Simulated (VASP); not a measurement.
The system is Na2S.

```
Na S
1.0
     0.00000    3.25067    3.25067
     3.25067    0.00000    3.25067
     3.25067    3.25067    0.00000
Na S
2 1
Direct
  0.25000 0.25000 0.25000
  0.75000 0.75000 0.75000
  0.00000 0.00000 0.00000
```

Base run:

* Program: VASP 6.6.1
* Functional: PBEsol
* Potentials or basis: VASP PAW PBE potentials, release 64 (Na_pv, S)
* Cutoff: 520 eV
* k mesh: 5 × 5 × 5
* Occupations: gaussian, width 0.01 eV
* Spin: no spin polarisation

Its results: band gap on the k mesh 2.42 eV, direct; pressure 0.1 GPa.

**Question.** The run is repeated on the same cell with these changes: functional from PBEsol to r2SCAN; k mesh from 5 × 5 × 5 to 6 × 6 × 6. What comes out?

**Answer.** Band gap on the k mesh 3.13 eV, direct; pressure 0.1 GPa.

Several settings changed at once, so the effect can't be laid on one alone.

Caveats: the PAW data sets were made with another functional, which shifts forces and pressure a little; an odd mesh through Γ misses points on the zone boundary, where band edges often lie (some runs).

Not every run made on this cell is shown here.
